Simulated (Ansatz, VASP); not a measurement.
# One calculation of CdSe, two programs

The input INCAR:

```
PREC     = Accurate       # precision mode
ENCUT    = 520            # plane-wave cutoff, eV
EDIFF    = 1E-7           # SCF threshold, eV
ISMEAR   = -1             # smearing method
SIGMA    = 0.05           # smearing width, eV
LREAL    = F              # projectors in reciprocal space
LASPH    = T              # aspherical terms in the spheres
NELM     = 60             # most SCF steps
ALGO     = Normal         # electronic algorithm
ISIF     = 2              # what is computed and relaxed
LWAVE    = F              # write WAVECAR
LCHARG   = T              # write CHGCAR
GGA      = CA             # functional
LELF     = T              # ELF
LVHAR    = T            
NBANDS   = 16             # bands
```

File KPOINTS:

```
Automatic mesh
0
Gamma
  12 12 12
```

POSCAR

```
CdSe
1.0
    0.0000000000      2.4159587120      2.4159587120
    2.4159587120      0.0000000000      2.4159587120
    2.4159587120      2.4159587120      0.0000000000
Cd Se
1 1
Direct
    0.0000000000      0.0000000000      0.0000000000
    0.2500000000      0.2500000000      0.2500000000
```

Input for Ansatz:

```yaml
crystal:
  lattice:
    - [0.0, 2.415958712, 2.415958712]
    - [2.415958712, 0.0, 2.415958712]
    - [2.415958712, 2.415958712, 0.0]
  atoms:
    - { symbol: Cd, position: [0.0, 0.0, 0.0] }
    - { symbol: Se, position: [0.25, 0.25, 0.25] }
kpoints:
  mp_grid: { grid: [12, 12, 12] }
scf:
  occupations: { method: fermi_dirac, width: 0.05 }
hamiltonian:
  xc: lda
  pseudopotentials: { kind: paw, core: large }
output:
  forces: true
  stress: true
  eigenvalues: true
  write_density: true
  write_potential: true
  elf: true
  volumetric_format: npy
```

Change from the starting cell: volume scaled by 0.52, PAW files, core large.

Alike in both runs: task single point; functional LDA; k mesh 12 × 12 × 12; occupations fermi-dirac, width 0.05 eV; no spin polarisation.

|  | VASP | Ansatz |
| --- | --- | --- |
| version | VASP 6.6.1 | Ansatz 0.2.0 |
| potentials or method | VASP PAW LDA potentials, release 64 (Cd, Se) | PAW with other files of Ansatz's library (core large), scalar-relativistic |
| plane-wave cutoff (eV) | 520 | 420 |
| valence electrons in the cell | 18 | 26 |

VASP gave:

- pressure (GPa): 181.0

**Question.** Estimate Ansatz's values.

**Answer.** Pressure (GPa): 175.3.

The two sets of potentials don't hold the same shells in valence. Ansatz warned: «datasets_by_core».

Caveats: the cell as given lies far from equilibrium; so large a pressure means that the cell lies far from this level's equilibrium, or that cutoff or potentials fall short (VASP). A k mesh can miss the band edges.
